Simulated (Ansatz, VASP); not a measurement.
**B: VASP beside Ansatz**

```
CELL_PARAMETERS angstrom
1.84754 0.00000 0.00000
0.00000 1.88524 0.00000
0.00000 0.00000 1.88524
ATOMIC_POSITIONS crystal
B 0.50000 0.50000 0.50000
```

Change from the starting cell: strain = -0.02.

Alike in both runs: task single point; functional PBE; k mesh 14 × 14 × 14; occupations fermi-dirac, width 0.05 eV; no spin polarisation.

|  | VASP | Ansatz |
| --- | --- | --- |
| version | VASP 6.6.1 | Ansatz 0.2.0 |
| potentials or method | VASP PAW PBE potentials, release 64 (B) | Ansatz PAW |
| plane-wave cutoff (eV) | 520 | 420 |
| valence electrons in the cell | 3 | 3 |

```csv
,VASP,Ansatz,Ansatz less VASP
gap on the k mesh at the Fermi level (eV),none,none,-
pressure (GPa),5.5,5.5,-0.05
largest component of the traceless stress (GPa),1.10,1.09,-0.016
```

A gap of «none» marks a metal or a gap that the smearing closes.

Caveats: the pressure holds a Pulay correction of +0.3 GPa for the finite cutoff (Ansatz).
